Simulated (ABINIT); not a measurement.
# TaN (P-6m2) in ABINIT: notebook, part 2 of 2

ABINIT 10.8.3 (patched build).

### 4 Single point, PBEsol (atoms moved at random)

run.abi reads:

```
# Pseudopotentials
pp_dirpath "./"
pseudos "Ta.upf, N.upf"

# Structure
acell 3*1.0
rprim
     5.5520174517     0.0000000000     0.0000000000
    -2.7760087164     4.8081881600     0.0000000000
     0.0000000000     0.0000000000     5.4480845936
ntypat 2
znucl 73 7
natom 2
typat 1 2
xred
     0.3468620000     0.6461300000     0.5630060000
     0.0416120000     0.0068590000    -0.0086940000
chkprim 0
chksymtnons 0
tolsym 1.0e-6

# Plane-wave basis
ecut 42.0

# k points
kptopt 1
ngkpt 8 8 7
nshiftk 1
shiftk 0.0 0.0 0.0

# Exchange and correlation
ixc -116133

# Bands and occupations
nband 13
occopt 3
tsmear 0.00183747

# SCF cycle
nstep 100
tolvrs 1.0e-10

# Output
iomode 3
prtwf 0
prtden 0
prteig 0
prtebands 0
enunit 2
```

Potentials or basis: PseudoDojo NC SR PBEsol v0.4.1 standard.

Run with:

```console
> abinit run.abi > log 2>&1
```

run.abo:

```text
.Version 10.8.3 of ABINIT
 Symmetries : space group P1 (#  1); Bravais aP (primitive triclinic)
================================================================================
 Values of the parameters that define the memory need of the present run
     intxc =       0    ionmov =       0      iscf =       7    lmnmax =       8
     lnmax =       8     mgfft =      36  mpssoang =       4    mqgrid =    3001
     natom =       2  nloc_mem =       1    nspden =       1   nspinor =       1
    nsppol =       1      nsym =       1    n1xccc =    2501    ntypat =       2
    occopt =       3   xclevel =       2
       mpw =        1904          nfft =       41472          nkpt =         226
================================================================================
================================================================================

--------------------------------------------------------------------------------
------------- Echo of variables that govern the present computation ------------
--------------------------------------------------------------------------------
 -outvars: echo values of preprocessed input variables --------
            acell      1.0000000000E+00  1.0000000000E+00  1.0000000000E+00 Bohr
              amu      1.80947900E+02  1.40067400E+01
          chkprim           0
      chksymtnons           0
             ecut      4.20000000E+01 Hartree
           enunit           2
                       outvar_i_n : Printing only first  50 k-points.
              ixc     -116133
                       outvar_i_n : Printing only first  50 k-points.
         kptrlatt        8    0    0      0    8    0      0    0    7
          kptrlen      3.81365922E+01
            natom           2
            nband          13
            ngfft          36      36      32
             nkpt         226
            nstep         100
             nsym           1
           ntypat           2
                       prtocc : prtvol=0, do not print more k-points.
           occopt           3
           prtden           0
        prtebands           0
           prteig           0
            prtwf           0
            rprim      5.5520174517E+00  0.0000000000E+00  0.0000000000E+00
                      -2.7760087164E+00  4.8081881600E+00  0.0000000000E+00
                       0.0000000000E+00  0.0000000000E+00  5.4480845936E+00
          spgroup           1
           tolsym      1.00000000E-06
           tolvrs      1.00000000E-10
           tsmear      1.83747000E-03 Hartree
            typat      1  2
                       outvars : Printing only first  50 k-points.
           xangst      6.9915615598E-02  1.6440025744E+00  1.6231475411E+00
                       1.1218022734E-01  1.7451927101E-02 -2.5064821197E-02
            xcart      1.3212136540E-01  3.1067146158E+00  3.0673043147E+00
                       2.1198990641E-01  3.2979362589E-02 -4.7365647457E-02
             xred      3.4686200000E-01  6.4613000000E-01  5.6300600000E-01
                       4.1612000000E-02  6.8590000000E-03 -8.6940000000E-03
            znucl       73.00000    7.00000

================================================================================

 chkinp: Checking input parameters for consistency.

================================================================================
== DATASET  1 ==================================================================

--- !DatasetInfo
iteration_state: {dtset: 1, }
dimensions: {natom: 2, nkpt: 226, mband: 13, nsppol: 1, nspinor: 1, nspden: 1, mpw: 1904, }
cutoff_energies: {ecut:  42.0, pawecutdg:  -1.0, }
electrons: {nelect:   1.80000000E+01, charge:   0.00000000E+00, occopt:   3.00000000E+00, tsmear:   1.83747000E-03, }
meta: {optdriver: 0, ionmov: 0, optcell: 0, iscf: 7, paral_kgb: 0, }
...

 Real(R)+Recip(G) space primitive vectors, cartesian coordinates (Bohr,Bohr^-1):
[... 60 lines left out ...]
entropy   :   0.00000000E+00
fermie    :   5.56177638E-01
cartesian_stress_tensor: # hartree/bohr^3
- [ -5.88578998E-05,   3.37174424E-05,   8.67641077E-05, ]
- [  3.37174424E-05,  -2.17464922E-04,   1.78702428E-04, ]
- [  8.67641077E-05,   1.78702428E-04,  -1.99310454E-04, ]
pressure_GPa:   4.6645E+00
xred      :
- [  3.4686E-01,   6.4613E-01,   5.6301E-01, Ta]
- [  4.1612E-02,   6.8590E-03,  -8.6940E-03,  N]
cartesian_forces: # hartree/bohr
- [  1.06405542E-02,   2.01058780E-02,  -6.04686071E-02, ]
- [ -1.06405542E-02,  -2.01058780E-02,   6.04686071E-02, ]
force_length_stats: {min:   6.46058833E-02, max:   6.46058833E-02, mean:   6.46058833E-02, }
...

 Integrated electronic density in atomic spheres:
 ------------------------------------------------
 Atom  Sphere_radius  Integrated_density
    1        2.00000          9.30842494
    2        2.00000          5.30317682
================================================================================

 ----iterations are completed or convergence reached----

 Mean square residual over all n,k,spin=   11.492E-07; max=  10.529E-04
 reduced coordinates (array xred) for    2 atoms
       0.346862000000      0.646130000000      0.563006000000
       0.041612000000      0.006859000000     -0.008694000000
 rms dE/dt=  1.9708E-01; max dE/dt=  3.2944E-01; dE/dt below (all hartree)
    1      -0.059076568926     -0.067134571699      0.329439243251
    2       0.059076516042      0.067134574727     -0.329436929771

 cartesian coordinates (angstrom) at end:
    1      0.06991561559777     1.64400257435633     1.62314754114483
    2      0.11218022733983     0.01745192710060    -0.02506482119678

 cartesian forces (hartree/bohr) at end:
    1      0.01064055417657     0.02010587796011    -0.06046860705834
    2     -0.01064055417657    -0.02010587796011     0.06046860705834
 frms,max,avg= 3.7300224E-02 6.0468607E-02   4.763E-09  2.435E-09 -2.123E-07 h/b

 cartesian forces (eV/Angstrom) at end:
    1      0.54715929522406     1.03388581383656    -3.10942079446224
    2     -0.54715929522406    -1.03388581383656     3.10942079446224
 frms,max,avg= 1.9180546E+00 3.1094208E+00   2.449E-07  1.252E-07 -1.092E-05 e/A
 length scales=  1.000000000000  1.000000000000  1.000000000000 bohr
              =  0.529177210544  0.529177210544  0.529177210544 angstroms
 Fermi (or HOMO) energy (hartree) =   0.55618   Average Vxc (hartree)=  -0.51247
 Eigenvalues (hartree) for nkpt= 226  k points:
 kpt#   1, nband= 13, wtk=  0.00223, kpt=  0.0000  0.0000  0.0000 (reduced coord)
  -1.96563   -0.72886   -0.71977   -0.71927   -0.10380    0.35284    0.36638    0.37218
   0.48353    0.62094    0.65307    0.67832    0.72452
      occupation numbers for kpt#   1
   2.00000    2.00000    2.00000    2.00000    2.00000    2.00000    2.00000    2.00000
   2.00000    0.00000    0.00000    0.00000    0.00000
 prteigrs : prtvol=0 or 1, do not print more k-points.

 Fermi (or HOMO) energy (eV) =  15.13436   Average Vxc (eV)= -13.94513
 Eigenvalues (   eV  ) for nkpt= 226  k points:
 kpt#   1, nband= 13, wtk=  0.00223, kpt=  0.0000  0.0000  0.0000 (reduced coord)
 -53.48739  -19.83329  -19.58597  -19.57237   -2.82446    9.60129    9.96979   10.12743
  13.15759   16.89665   17.77107   18.45796   19.71520
 prteigrs : prtvol=0 or 1, do not print more k-points.

--- !EnergyTerms
iteration_state     : {dtset: 1, }
comment             : Components of total free energy in Hartree
kinetic             :  2.43028638908241E+01
hartree             :  7.97252646445703E+00
xc                  : -1.78024734749011E+01
Ewald energy        : -6.12872978392433E+01
psp_core            :  3.33828862946159E+00
local_psp           : -3.55946661161429E+01
non_local_psp       :  3.56747055001708E+00
internal            : -7.55032878955275E+01
'-kT*entropy'       : -2.27003190504167E-05
total_energy        : -7.55033105958466E+01
total_energy_eV     : -2.05454974747385E+03
band_energy         : -5.44971438379907E+00
...

 Cartesian components of stress tensor (hartree/bohr^3)
  sigma(1 1)= -5.88578998E-05  sigma(3 2)=  1.78702428E-04
  sigma(2 2)= -2.17464922E-04  sigma(3 1)=  8.67641077E-05
  sigma(3 3)= -1.99310454E-04  sigma(2 1)=  3.37174424E-05

-Cartesian components of stress tensor (GPa)         [Pressure=  4.6645E+00 GPa]
- sigma(1 1)= -1.73165920E+00  sigma(3 2)=  5.25760696E+00
- sigma(2 2)= -6.39803889E+00  sigma(3 1)=  2.55268818E+00
- sigma(3 3)= -5.86391599E+00  sigma(2 1)=  9.92001405E-01

== END DATASET(S) ==============================================================
================================================================================

 -outvars: echo values of variables after computation  --------
            acell      1.0000000000E+00  1.0000000000E+00  1.0000000000E+00 Bohr
           etotal     -7.5503310596E+01
            fcart      1.0640554177E-02  2.0105877960E-02 -6.0468607058E-02
                      -1.0640554177E-02 -2.0105877960E-02  6.0468607058E-02
            rprim      5.5520174517E+00  0.0000000000E+00  0.0000000000E+00
                      -2.7760087164E+00  4.8081881600E+00  0.0000000000E+00
                       0.0000000000E+00  0.0000000000E+00  5.4480845936E+00
           strten     -5.8857899807E-05 -2.1746492183E-04 -1.9931045353E-04
                       1.7870242829E-04  8.6764107725E-05  3.3717442444E-05
           xangst      6.9915615598E-02  1.6440025744E+00  1.6231475411E+00
                       1.1218022734E-01  1.7451927101E-02 -2.5064821197E-02
             xred      3.4686200000E-01  6.4613000000E-01  5.6300600000E-01
                       4.1612000000E-02  6.8590000000E-03 -8.6940000000E-03
 Calculation completed.
```

Wall time 1.8 min (1 thread of Intel Xeon 6975P-C (Granite Rapids), shared host); peak memory 0.15 GiB.

What came out:

- Free energy: -2054.5497 eV
- Pressure: 4.7 GPa
- Largest force: 3.322 eV/Å
- Band gap on the k mesh: none (metal or under the smearing width)
- Valence electrons inside the program's atomic spheres: Ta 9.31; N 5.30

Forces in eV/Å, atoms in the order of the input:
```
Ta   0.547  1.034 -3.109
N   -0.547 -1.034  3.109
```

Stress tensor (GPa, compression positive):
```
 1.73 -0.99 -2.55
-0.99  6.40 -5.26
-2.55 -5.26  5.86
```

### 5 Summary

```csv
task,level,potentials or basis,cell,cutoff (eV),cell freedom (optcell),optimiser (ionmov),cutoff smearing ecutsm (Ha),force stop (Ha/bohr),gap on the mesh (eV),pressure (GPa)
relaxation of cell and atoms,revPBE,SPMS NC PBE v1.0,relaxed,952,2,2,0.5,2e-05,none,0.0
single point,revPBE,SPMS NC PBE v1.0,cell relaxed,952,-,-,-,-,none,-0.7
single point,PBEsol,PseudoDojo NC SR PBEsol v0.4.1 standard,atoms moved at random,1143,-,-,-,-,none,4.7
```

Alike in all rows: no spin polarisation; k mesh 8 × 8 × 7; smearing fermi-dirac 0.05 eV.

Caveats: the potentials were made for another functional, which shifts forces and pressure (some runs).

Absolute energies hang on the potentials; compare differences alone.
